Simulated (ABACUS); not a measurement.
Crystal: Si.

```
CELL_PARAMETERS angstrom
2.53211 0.00000 0.00000
0.00000 2.53211 0.00000
0.00000 0.00000 2.53211
ATOMIC_POSITIONS crystal
Si 0.50000 0.50000 0.50000
```

The cell was built by a generator and needn't be a form met in nature.

A run of ABACUS 3.10.1 on this cell left the log below. Logs are shortened: lines on timing, memory, paths and dates and some standing lists are left out, and cuts for length are marked.

```text
ABACUS v3.10.1

               Atomic-orbital Based Ab-initio Computation at UStc

 ------------------------------------------------------------------------------------

 READING GENERAL INFORMATION
                           global_out_dir = OUT.Si/
                           global_in_card = INPUT
                               pseudo_dir = ./
                              orbital_dir =
                                    DSIZE = 4
                                    GSIZE = 1

 READING UNITCELL INFORMATION
                                    ntype = 1
                  lattice constant (Bohr) = 1.88973
              lattice constant (Angstrom) = 1

 READING ATOM TYPE 1
                               atom label = Si
                      L=0, number of zeta = 1
                      L=1, number of zeta = 1
                      L=2, number of zeta = 1
             number of atom for this type = 1

                        TOTAL ATOM NUMBER = 1
DIRECT COORDINATES
    atom                   x                   y                   z     mag                  vx                  vy                  vz
taud_Si1            0.5000000000        0.5000000000        0.5000000000  0.0000        0.0000000000        0.0000000000        0.0000000000

                          Volume (Bohr^3) = 109.558
                             Volume (A^3) = 16.2348

 Lattice vectors: (Cartesian coordinate: in unit of a_0)
             +2.53211                  +0                  +0
                   +0            +2.53211                  +0
                   +0                  +0            +2.53211
 Reciprocal vectors: (Cartesian coordinate: in unit of 2 pi/a_0)
            +0.394928                  -0                  +0
                   -0           +0.394928                  -0
[... 196 lines left out ...]
                          Error Threshold = 8.65229275746e-05
----------------------------------------------------------
     Energy           Rydberg                 eV
----------------------------------------------------------
 E_KohnSham     -8.4395918864        -114.8265384493
 E_Harris       -8.4260586012        -114.6424086583
 E_Fermi        0.6414771407         8.7277442506
----------------------------------------------------------
[... 39 lines left out ...]
 Density error is 2.65004330266e-09
                          Error Threshold = 5.8711202553e-10
----------------------------------------------------------
     Energy           Rydberg                 eV
----------------------------------------------------------
 E_KohnSham     -8.4396721681        -114.8276307386
 E_KS(sigma->0) -8.4396253671        -114.8269939782
 E_Harris       -8.4396633830        -114.8275112105
 E_band         1.0318486515         14.0390211340
 E_one_elec     4.0088012802         54.5425395610
 E_Hartree      0.1333515639         1.8143411065
 E_xc           -3.0944141937        -42.1016650058
 E_Ewald        -9.4873172166        -129.0815728793
 E_entropy(-TS) -0.0000936020        -0.0012735209
 E_descf        0.0000000000         0.0000000000
 E_exx          0.0000000000         0.0000000000
 E_Fermi        0.6410259328         8.7216052520
----------------------------------------------------------

 charge density convergence is achieved
 final etot is -114.82763074 eV
 EFERMI = 8.721605252 eV

 STATE ENERGY(eV) AND OCCUPATIONS    NSPIN == 1
 1/14 kpoint (Cartesian) = 0.0000 0.0000 0.0000 (389 pws)
       1       -4.43214     0.00200000
       2        16.1934    2.52365e-68
       3        16.1934    2.52365e-68
       4        16.4077    3.46757e-70
       5        16.4077    3.46757e-70
       6        16.4077    3.46757e-70
[... 33 lines left out ...]
 6/14 kpoint (Cartesian) = 0.19746 0.0000 0.0000 (402 pws)
       1       0.147109     0.00600000
       2        2.23341     0.00600000
       3        18.8024        0.00000
       4        19.7654        0.00000
       5        19.7654        0.00000
       6        23.2860        0.00000

[... levels at 8 further k points ...]

------------------------------------------------------------------------------------------
 TOTAL-FORCE (eV/Angstrom)
------------------------------------------------------------------------------------------
                       Si1         0.0000000000         0.0000000000         0.0000000000
------------------------------------------------------------------------------------------

----------------------------------------------------------------
 TOTAL-STRESS (KBAR)
----------------------------------------------------------------
         1.9788808675        -0.0000000000         0.0000000000
         0.0000000000         1.9788808675         0.0000000000
         0.0000000000         0.0000000000         1.9788808675
----------------------------------------------------------------
 TOTAL-PRESSURE: 1.978881 KBAR

 --------------------------------------------
 !FINAL_ETOT_IS -114.8276307385920205 eV
 --------------------------------------------
```

Q: Write the input and the command behind it.

A: Single point with PBE, no spin polarisation. The files as run (others can give the same):

INPUT
```
INPUT_PARAMETERS
suffix              Si
calculation         scf
basis_type          pw
pseudo_dir          ./
symmetry            1
dft_functional      pbe
ecutwfc             36
pseudo_rcut         7
nspin               1
nbands              6
ks_solver           dav
smearing_method     fd
smearing_sigma      0.00367493
scf_thr             1e-08
scf_nmax            100
mixing_type         broyden
mixing_beta         0.7
cal_force           1
cal_stress          1
kpar                4
```

STRU
```
ATOMIC_SPECIES
Si 28.0850 Si.upf

LATTICE_CONSTANT
1.8897261246

LATTICE_VECTORS
2.5321100000 0.0000000000 0.0000000000
0.0000000000 2.5321100000 0.0000000000
0.0000000000 0.0000000000 2.5321100000

ATOMIC_POSITIONS
Direct

Si
0.0
1
0.5000000000 0.5000000000 0.5000000000 1 1 1
```

KPT
```
K_POINTS
0
Gamma
10 10 10 0 0 0
```

Potentials or basis: PseudoDojo NC SR 0.4.1 PBE standard, plane waves.
The run is started by
```console
$ OMP_NUM_THREADS=1 mpirun -np 4 abacus > log
```
